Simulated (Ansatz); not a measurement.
Here is an Ansatz 0.2.0 calculation.

File input.yaml:

```yaml
crystal:
  lattice:
    - [0.0, 3.231, 3.231]
    - [3.231, 0.0, 3.231]
    - [3.231, 3.231, 0.0]
  atoms:
    - { symbol: Pb, position: [0.0, 0.0, 0.0] }
    - { symbol: Te, position: [0.5, 0.5, 0.5] }
hamiltonian:
  xc: lda
  pseudopotentials: { kind: paw }
kpoints:
  mp_grid: { grid: [6, 6, 6] }
scf:
  occupations: { method: fixed }
output:
  forces: true
  stress: true
elastic:
  mode: relaxed_ion
  stencil: two_point
```

Potentials or basis: Ansatz PAW.

Launch:

```bash
$ ansatz run input.yaml --threads 2 --pin off --max-ram 5120MiB --backend cpu --events-out ev --progress --plain --runs-dir out
```

Problem. Estimate the elastic constants C11, C12, C44.

Solution. 115, 4, 16 GPa.

Problem. Estimate the Voigt bulk modulus.

Solution. 41 GPa.

Problem. What does it give for the band gap on the k mesh?

Solution. 0.65 eV, direct.

Elastic tensor in Voigt notation (GPa, in the Cartesian axes of the cell as first typed):
```
115   4   4   0   0   0
  4 115   4   0   0   0
  4   4 115   0   0   0
  0   0   0  16   0   0
  0   0   0   0  16   0
  0   0   0   0   0  16
```

Caveat: spin-orbit coupling is left out, which as a rule narrows the gap of such compounds by several tenths of an eV; the PAW data sets come from PBE, with cores solved anew for the run's functional, which leaves a small shift of forces and pressure.

**The experiment to reproduce.**

A printed reference work, monograph reports, for a bulk crystal of TePb at 4.2 K: band gap 0.19 eV (direct).

A measured gap of TePb is 0.19 eV (direct; 4.2 K; a printed reference work, monograph); the calculated 0.65 eV misses it by +0.46 eV. Spin-orbit coupling on Pb, Te is left out. The value is that of LDA on a finite k mesh, which can miss the band edges, without temperature or zero-point motion.
